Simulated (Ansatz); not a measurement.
# Al (Fm-3m) in Ansatz: notebook, part 2 of 2

Ansatz 0.2.0. The steps go on from the part before.

### Step 3. Relaxation of cell and atoms, PBEsol+D3(BJ)

input.yaml reads:

```yaml
crystal:
  lattice:
    - [0.0, 2.024805, 2.024805]
    - [2.024805, 0.0, 2.024805]
    - [2.024805, 2.024805, 0.0]
  atoms:
    - { symbol: Al, position: [0.0, 0.0, 0.0] }
hamiltonian:
  xc: pbesol
  pseudopotentials: { kind: paw }
  dispersion: d3bj
kpoints:
  mp_grid: { grid: [11, 11, 11] }
scf:
  occupations: { method: fermi_dirac, width: 0.05 }
output:
  forces: true
  stress: true
  eigenvalues: true
relax:
  f_tol: 0.01
  max_steps: 40
  cell: { stress_tol: 0.05 }
```

Potentials or basis: Ansatz PAW.

Launch:

```bash
> ansatz run input.yaml --threads 2 --pin off --max-ram 5632MiB --backend cpu --events-out ev --progress --plain --runs-dir out
```

Log:

```text
Warning: RAYON_NUM_THREADS=2 ignored (pool sized by the plan → 2); use --threads N
Engine: ansatz 0.2.0, x86_64-unknown-linux-gnu
Pseudopotentials: kind: paw
Pseudopotential: Al, paw, valence charge 3, recommended cutoff 420 eV (normal), Al.paw.azcp
Functional definition: PBEsol
  exchange = pbesol_x
  correlation = pbesol_c
Crystal: 1 atoms, lattice volume = 16.603 Å³
Basis set: ecut = 420 eV, 331 PW (Γ), exchange–correlation on 40×40×40 points (8 copies of the dense FFT grid, shifted against one another)
Bands: 6, of which v1, the nominal top of the filled ones, is band 2 counted from 1 (1 counted from 0)
Symmetry: 48 space group operations
Space group: Fm-3m (ITA 225), of the structure as read, at distance tolerance 2.6e-5 Å
k-points: 56 of 1331
Non-local potential: Al, projectors of the file, l = 0: 2, l = 1: 2, l = 2: 1
PAW form: soft (Blöchl's): semilocal exchange-correlation on the pseudo side does not see the compensation charge
PAW frozen core: Al, regenerated for the run's functional, and the local potential with it (the file was generated under x = pbe(κ = 0.804, μ = 0.2195149727645171), c = pbe(β = 0.06672455060314922))
PAW one-centre angular grid: Al, 110 points (default); XC on 64 Gauss nodes
Initial density: superposition of atomic densities (neutral atoms: chi_scale 0, normalization atom), corrected by the library's trained network
Initial wavefunctions: pseudopotential atomic-orbital guess
Functional: x = pbesol(κ = 0.804, μ = 0.12345679012345678), c = pbesol(β = 0.046)
SCF iter   1: F=—  HF=-524.871017 eV  |F-HF|=—  |Δ(HF+E_count)|=         —  Δρ=7.34e-4  dr2=4.44e-5  ethr=1.77e-3  ⟨swp⟩=4.8  Hψ=2935  notcnv=0
preconditioner: auto → none  [metal: Δε(μ)=0.033 eV  Ē_g=13.138 eV  σ=0.050 eV  W_gap=0.16  n_scr=0 (ndim 8)  ℏωp=15.8 eV  f_vac=0.000  D(μ)=0.54/eV (n_scr^D=0)]
SCF iter   2: F=—  HF=-524.871037 eV  |F-HF|=—  |Δ(HF+E_count)|=   2.03e-5  Δρ=3.74e-4  dr2=1.17e-5  ethr=1.48e-6  ⟨swp⟩=1.8  Hψ=837  notcnv=0
iter 3 did not close the SCF: its close was put off for the readings that it lacked (scf_convergence_deferred on its scf_iter line)
SCF iter   3: F=-524.871041 eV  HF=-524.871041 eV  |F-HF|=2.81e-8  |Δ(HF+E_count)|=   3.76e-6  Δρ=2.09e-5  dr2=8.05e-8  ethr=3.90e-7  ⟨swp⟩=1.0  Hψ=313  notcnv=0
iter 4 did not close the SCF: its close was put off for the readings that it lacked (scf_convergence_deferred on its scf_iter line)
SCF iter   4: F=-524.871041 eV  HF=-524.871041 eV  |F-HF|=3.81e-9  |Δ(HF+E_count)|=   2.18e-8  Δρ=8.15e-6  dr2=1.19e-8  ethr=2.68e-9  ⟨swp⟩=1.1  Hψ=322  notcnv=0
iter 5 did not close the SCF: its close was put off for the readings that it lacked (scf_convergence_deferred on its scf_iter line)
SCF iter   5: F=-524.871041 eV  HF=-524.871041 eV  |F-HF|=3.30e-12  |Δ(HF+E_count)|=   3.62e-9  Δρ=3.80e-7  dr2=1.83e-11  ethr=3.96e-10  ⟨swp⟩=1.0  Hψ=313  notcnv=0
SCF iter   6: F=-524.871041 eV  HF=-524.871041 eV  |F-HF|=1.71e-12  |Δ(HF+E_count)|=  6.37e-12  Δρ=1.67e-7  dr2=4.78e-12  ethr=1.00e-12  ⟨swp⟩=2.0  Hψ=1144  notcnv=0
SCF 1 converged in 6 iterations: F = -524.871041 eV  dr2 = 4.78e-12
[... 40 lines left out ...]
relax step   5: F+E_penalty+E_count = -524.88789495 eV  Δ(F+E_penalty+E_count) = +2.993e-4 eV  max|allowed force component| = 0.000e0 eV/Å  Δτ_max = 0.0000 Å  P = -0.042 GPa  Ω = 15.594 Å³  stress off target by 4.20e-2 GPa  SCF on the basis re-selected at this cell (its energy is not comparable with the rows above)  (4 SCF iters)
basis re-selected at this cell: Δ(F+E_penalty+E_count) = +2.993e-4 eV, ΔP = -0.040 GPa vs the last step (what re-selecting the basis moved, of the pressure what is left beyond the Pulay correction that the steps carried, after the strain that the cell walked since its last selection, with what the two solves' SCF thresholds leave and, on support functions, any second-order correction that the steps lacked; it is no measure of the basis error at this ecutwfc). This SCF's stress stands 4.20e-2 GPa from its target on what of the cell is left free (relax.cell.stress_tol is 5.00e-2 GPa) and its largest allowed force component is 0.00e0 eV/Å (relax.f_tol is 1.00e-2 eV/Å): within both
SCF converged after 4 iterations
Free energy (F): -524.887895 eV
Harris-Foulkes:  -524.887895 eV  (|F-HF|=2.27e-13)
Internal energy: -524.884037 eV  (E = F + TS)
E sigma→0 (E₀):  -524.885966 eV
Entropy (-TS):   -0.003858 eV (-3.858 meV/atom)
Fermi energy:    8.477201 eV
--- Per-component energies (eV) ---
  E_band       = 11.707314
  E_kinetic    = 23.690849
  E_local      = 10.624497  (includes V_loc(G=0)·N_el)
  E_nonlocal   = 10.507585
  E_hartree    = 0.114134
  E_xc         = -39.781812
  E_vxc        = -29.640707  (∫ρ·V_xc dr)
  E_paw        = -454.809479  (= ΣΔE_a)
  E_vpaw       = -3.703176  (= ΣTr[D̂ρ^β])
  E_aug_tail   = -0.000002  (compensation charges beyond the density's cutoff)
  E_ewald      = -74.912642
  E_disp       = -0.336305  (pairwise vdW)
  E_core_change = 0.019139  (= ΣΔE_core)
  E_smearing   = -0.003858  (= −TS)
  E_closure    = -0.000000  (closes the sum)
  Σ components = -524.887895   (vs F -524.887895, Δ=0.00e0)
--- Forces (eV/Å), atoms counted from 1 ---
  atom   1  Al    -0.00000000    -0.00000000    -0.00000000
  max |Σ_I F_I| component: 7.70e-33 eV/Å
--- Stress (GPa, compression-positive) ---
       -0.042013       0.000000       0.000000
        0.000000      -0.042013       0.000000
        0.000000       0.000000      -0.042013
  P = ⅓ Tr σ = -0.0420 GPa (-0.420 kbar)
--- Band table (eV; the first three rows and the last of 56) ---
  k-point 0: bands = ["-3.0340", "21.3061", "21.3061", "21.3061", "23.3131", "23.3131"]
  k-point 1: bands = ["-2.8011", "18.4430", "20.7671", "20.7671", "23.8465", "24.2091"]
  k-point 2: bands = ["-2.1049", "14.7022", "20.0748", "20.0748", "23.5610", "24.9373"]
  k-point 55: bands = ["7.0055", "7.2685", "8.7872", "10.8648", "22.8473", "25.8828"]
--- Relaxed structure (4 steps of the walk, 4 accepted, 1 SCFs on fresh bases) ---
  F+E_penalty+E_count = -524.88789495 eV   max|allowed force component| = 0.000e0 eV/Å   (the final SCF, on the basis selected at the relaxed cell)
  cell:  # Å, volume = 15.5936 Å³
    - [1.605042190362111e-33, 1.9829212987591314, 1.9829212987591314]
    - [1.9829212987591314, 1.9235029424180852e-33, 1.9829212987591314]
    - [1.9829212987591314, 1.9829212987591314, 5.732293537007539e-34]
  atoms:
    - { symbol: Al, position: [0.0, 0.0, 0.0] }
```

Wall time 1.2 s (2 threads of Intel Xeon Platinum 8488C (Sapphire Rapids), shared host); peak memory 0.33 GiB.

Results:

* Free energy: -524.8879 eV
* Relaxed volume: 15.59 Å³/atom
* Relaxed cell: a = 2.804 Å, b = 2.804 Å, c = 2.804 Å, α = 60.00°, β = 60.00°, γ = 60.00°
* Space group after relaxing (to 0.05 Å): Fm-3m (No. 225)
* Energy gained by relaxing: 16.9 meV/atom
* Ionic steps: 5
* Pressure after relaxing: 0.0 GPa
* Band gap on the k mesh: none (metal or under the smearing width)

The path:
```tsv
step	energy change (eV)	largest force (eV/Å)	volume (Å³)
1	0.0000	0.0000	16.60
2	-0.0165	0.0000	15.39
3	-0.0171	0.0000	15.61
4	-0.0172	0.0000	15.59
5	-0.0169	0.0000	15.59
```

Final structure:
```
Al
1.0
     0.00000    1.98292    1.98292
     1.98292    0.00000    1.98292
     1.98292    1.98292    0.00000
Al
1
Direct
  0.00000 0.00000 0.00000
```

Levels at points of the mesh, in eV from the Fermi level:
| k point | band 1 | band 2 | band 3 | band 4 | band 5 | band 6 |
| --- | --- | --- | --- | --- | --- | --- |
| (0.00, 0.00, 0.00) | -11.51 | 12.83 | 12.83 | 12.83 | 14.84 | 14.84 |

Caveat: the plane-wave basis is chosen anew once the cell has moved, so the energies of steps on either side of that aren't comparable; pairwise dispersion overbinds metals, which lowers pressure and volume; the PAW data sets come from PBE, with cores solved anew for the run's functional, which leaves a small shift of forces and pressure.

### Step 4. Relaxation of cell and atoms, PBEsol+D3(BJ)-ATM

Edit input.yaml of step 3 so:

```diff
@@ -10,3 +10,3 @@
   pseudopotentials: { kind: paw }
-  dispersion: d3bj
+  dispersion: d3bjatm
 kpoints:
@@ -19,2 +19,6 @@
   eigenvalues: true
+  write_density: true
+  write_potential: true
+  elf: true
+  volumetric_format: npy
 relax:
```

Launch:

```bash
> ansatz run input.yaml --threads 2 --pin off --max-ram 5632MiB --backend cpu --events-out ev --progress --plain --runs-dir out
```

Wall time 1.7 s (2 threads of Intel Xeon Platinum 8488C (Sapphire Rapids), shared host); peak memory 0.33 GiB.

It converged, with:

```
Free energy                            : -524.8694 eV
Relaxed volume                         : 15.66 Å³/atom
Relaxed cell                           : a = 2.808 Å, b = 2.808 Å, c = 2.808 Å, α = 60.00°, β = 60.00°, γ = 60.00°
Space group after relaxing (to 0.05 Å) : Fm-3m (No. 225)
Energy gained by relaxing              : 14.7 meV/atom
Ionic steps                            : 5
Pressure after relaxing                : 0.0 GPa
Band gap on the k mesh                 : none (metal or under the smearing width)
```

Step by step:
| step | energy change (eV) | largest force (eV/Å) | volume (Å³) |
| --- | --- | --- | --- |
| 1 | 0.0000 | 0.0000 | 16.60 |
| 2 | -0.0144 | 0.0000 | 15.47 |
| 3 | -0.0150 | 0.0000 | 15.68 |
| 4 | -0.0150 | 0.0000 | 15.66 |
| 5 | -0.0147 | 0.0000 | 15.66 |

Final structure:
```xyz
1
Lattice="0.0000 1.9857 1.9857 1.9857 0.0000 1.9857 1.9857 1.9857 0.0000" Properties=species:S:1:pos:R:3 pbc="T T T"
Al    0.0000    0.0000    0.0000
```

Levels at points of the mesh, in eV from the Fermi level:
| k point | band 1 | band 2 | band 3 | band 4 | band 5 |
| --- | --- | --- | --- | --- | --- |
| (0.00, 0.00, 0.00) | -11.48 | 12.80 | 12.80 | 12.80 | 14.78 |

Caveat: the plane-wave basis is chosen anew once the cell has moved, so the energies of steps on either side of that aren't comparable; pairwise dispersion overbinds metals, which lowers pressure and volume; the PAW data sets come from PBE, with cores solved anew for the run's functional, which leaves a small shift of forces and pressure.

### Step 5. Summary

```tsv
level	gap on the mesh (eV)	pressure (GPa)	relaxed volume (Å³/atom)
PBEsol	none	0.0	16.21
PBEsol+D3(BJ)	none	0.0	15.59
PBEsol+D3(BJ)-ATM	none	0.0	15.66
```

Alike in all rows: task relaxation of cell and atoms; potentials or basis Ansatz PAW; no spin polarisation; cell relaxed; k mesh 11 × 11 × 11; cutoff (eV) 420; smearing fermi-dirac 0.05 eV.

Caveats: the plane-wave basis is chosen anew once the cell has moved, so the energies of steps on either side of that aren't comparable; the PAW data sets come from PBE, with cores solved anew for the run's functional, which leaves a small shift of forces and pressure; pairwise dispersion overbinds metals, which lowers pressure and volume (some runs).

Total energies depend on the potentials used, so only differences within one code and one set of settings carry meaning.

### Step 6. Comparison with measurements

Step 2. The cell as given is a measured one (16.60 Å³/atom); PBEsol puts the equilibrium volume -2.4 % from it, thermal expansion not counted.

Step 3. The cell as given is a measured one (16.60 Å³/atom); PBEsol+D3(BJ) puts the equilibrium volume -6.1 % from it, thermal expansion not counted.

Step 4. The cell as given is a measured one (16.60 Å³/atom); PBEsol+D3(BJ)-ATM puts the equilibrium volume -5.7 % from it, thermal expansion not counted.
